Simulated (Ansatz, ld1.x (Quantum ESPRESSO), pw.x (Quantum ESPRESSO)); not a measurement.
## From atom to crystal: PAW potential for potassium (K)

```
Element                 : K (Z = 19)
Generator               : ld1.x (Quantum ESPRESSO) 7.5
Type                    : PAW
Functional              : PBE
Relativity              : scalar-relativistic
Frozen core             : [Ne]
Valence charge          : 9
Reference configuration : 3s2 3p6 3d0 4s0 4p1
Partial waves           : 3s (bound): rcut 1.70, rcutus 2.00 bohr; 4s (bound, empty): rcut 1.70, rcutus 2.00 bohr; 3p (bound): rcut 2.00, rcutus 2.50 bohr; 4p (bound): rcut 2.00, rcutus 2.50 bohr; 3d (bound, empty): rcut 4.10, rcutus 4.30 bohr; 3d channel at 0.4 Ry: rcut 4.10, rcutus 4.30 bohr
Local potential         : all-electron potential smoothed inside 3.10 bohr (lloc = -1)
Core correction         : none
Augmentation charge     : BESSEL, radius 1.35 bohr
```

Atomic tests: cutoffs needed: 15 Ry and 25 Ry (the cutoffs (Ry, on a coarse ladder) from which the occupation-weighted sum of valence levels, in a spherical-Bessel basis at the reference potential, stays within 10 and 1 mRy of its value at 400 Ry); ghost test: no extra level below or beside the all-electron valence levels (s, p, d, f tested) (spherical-Bessel basis up to 400 Ry, 20 bohr box); configuration tests: test run stopped at test 4 of 7 (negative rho).

Crystal test: fcc K in pw.x 7.5, no spin, 9³ k-points, Fermi–Dirac smearing 0.01 Ry, cutoffs 40/320 Ry. The reference is all-electron LAPW (Ansatz 0.2.0) with the same functional, mesh and smearing; V0 and B0 come from Birch–Murnaghan fits to the pressures at five volumes. Errors are pseudo minus all-electron; Δ is the rms difference of the E(V) curves that follow from these fits, minima aligned, over ±6 % about the mean V0. Mesh and smearing are coarse, so the numbers serve the comparison and aren't converged zero-temperature values; the lattice is a test structure that the element need not adopt.

All-electron: a0 = 6.675 Å (V0 = 74.37 Å³/atom), B0 = 3.5 GPa.

How far does the potential miss the all-electron equation of state?

mean pressure error (GPa): -0.03; a0 (Å): 6.657; a0 error (%): -0.28; B0 error (%): +4.5; Δ (meV/atom): 0.5. Atomic configuration tests: test run stopped at test 4 of 7 (negative rho).

```tsv
V (Å³/atom)	P all-electron (GPa)	P pseudo (GPa)
70.778	0.19	0.16
72.640	0.09	0.06
74.503	-0.01	-0.04
76.366	-0.09	-0.12
78.228	-0.16	-0.19
```

At the middle volume, how do free energy and pressure move when the wave cutoff is lowered (ecutrho held at 320 Ry)?

```json
{"cutoff (Ry)": "18", "shift of F (meV/atom)": "+48.8", "shift of P (GPa)": "-0.30"}
{"cutoff (Ry)": "24", "shift of F (meV/atom)": "+6.3", "shift of P (GPa)": "-0.05"}
{"cutoff (Ry)": "32", "shift of F (meV/atom)": "+1.8", "shift of P (GPa)": "-0.01"}
```

Input at the middle volume:

```
&control
  calculation='scf', prefix='x', pseudo_dir='./', outdir='./tmp', tstress=.true., disk_io='none'
/
&system
  ibrav=0, nat=1, ntyp=1, ecutwfc=40, ecutrho=320, nbnd=12,
  occupations='smearing', smearing='fd', degauss=0.01
/
&electrons
  conv_thr=1e-09, mixing_beta=0.4, electron_maxstep=70
/
ATOMIC_SPECIES
K 1.0 K.UPF
CELL_PARAMETERS angstrom
  0.00000000 3.33975484 3.33975484
  3.33975484 0.00000000 3.33975484
  3.33975484 3.33975484 0.00000000
ATOMIC_POSITIONS crystal
K 0.0000 0.0000 0.0000
K_POINTS automatic
9 9 9 0 0 0
```

```bash
pw.x < K.scf.in > K.scf.out
```

Lines of the output:

```
Message from routine setup:
     using ibrav=0 with symmetry is DISCOURAGED, use correct ibrav instead
     lattice parameter (alat)  =       8.9254  a.u.
     unit-cell volume          =     502.7712 (a.u.)^3
     number of electrons       =         9.00
     number of Kohn-Sham states=           12
     kinetic-energy cutoff     =      40.0000  Ry
     charge density cutoff     =     320.0000  Ry
     scf convergence threshold =      1.0E-09
     Exchange-correlation= SLA  PW   PBX  PBC
     number of k points=    35  Fermi-Dirac smearing, width (Ry)=  0.0100
     iteration #  1     ecut=    40.00 Ry     beta= 0.40
     total energy              =    -113.01440258 Ry
     estimated scf accuracy    <       0.01203146 Ry
     iteration #  2     ecut=    40.00 Ry     beta= 0.40
     total energy              =    -113.01287962 Ry
     estimated scf accuracy    <       0.00230853 Ry
     iteration #  3     ecut=    40.00 Ry     beta= 0.40
     total energy              =    -113.01362729 Ry
     estimated scf accuracy    <       0.00033240 Ry
     iteration #  4     ecut=    40.00 Ry     beta= 0.40
     total energy              =    -113.01391588 Ry
     estimated scf accuracy    <       0.00029901 Ry
     iteration #  5     ecut=    40.00 Ry     beta= 0.40
     c_bands:  1 eigenvalues not converged
     total energy              =    -113.01395940 Ry
     estimated scf accuracy    <       0.00007857 Ry
     iteration #  6     ecut=    40.00 Ry     beta= 0.40
     c_bands:  1 eigenvalues not converged
     total energy              =    -113.01405941 Ry
     estimated scf accuracy    <       0.00002422 Ry
     iteration #  7     ecut=    40.00 Ry     beta= 0.40
     total energy              =    -113.01406353 Ry
     estimated scf accuracy    <       0.00000528 Ry
     iteration #  8     ecut=    40.00 Ry     beta= 0.40
     total energy              =    -113.01406423 Ry
     estimated scf accuracy    <       0.00000158 Ry
     iteration #  9     ecut=    40.00 Ry     beta= 0.40
     total energy              =    -113.01406500 Ry
     estimated scf accuracy    <       0.00000065 Ry
     iteration # 10     ecut=    40.00 Ry     beta= 0.40
     total energy              =    -113.01406519 Ry
     estimated scf accuracy    <       0.00000024 Ry
     iteration # 11     ecut=    40.00 Ry     beta= 0.40
     total energy              =    -113.01406525 Ry
     estimated scf accuracy    <       0.00000004 Ry
     iteration # 12     ecut=    40.00 Ry     beta= 0.40
     total energy              =    -113.01406526 Ry
     estimated scf accuracy    <          9.7E-09 Ry
     iteration # 13     ecut=    40.00 Ry     beta= 0.40
     total energy              =    -113.01406528 Ry
     estimated scf accuracy    <       0.00000004 Ry
     iteration # 14     ecut=    40.00 Ry     beta= 0.40
     total energy              =    -113.01406528 Ry
     estimated scf accuracy    <          2.3E-09 Ry
     iteration # 15     ecut=    40.00 Ry     beta= 0.40
     total energy              =    -113.01406528 Ry
     estimated scf accuracy    <          5.4E-09 Ry
     iteration # 16     ecut=    40.00 Ry     beta= 0.40
     total energy              =    -113.01406528 Ry
     estimated scf accuracy    <          5.2E-09 Ry
     iteration # 17     ecut=    40.00 Ry     beta= 0.40
     the Fermi energy is     1.5839 ev
!    total energy              =    -113.01406528 Ry
     estimated scf accuracy    <          3.2E-10 Ry
     smearing contrib. (-TS)   =      -0.00349484 Ry
     convergence has been achieved in  17 iterations
          total   stress  (Ry/bohr**3)                   (kbar)     P=       -0.37
     Message from routine punch:
     Nothing written, as per user request (disk_io='none')
```

The 8 pw.x runs together took about 5.3 min on one core of a shared server CPU.
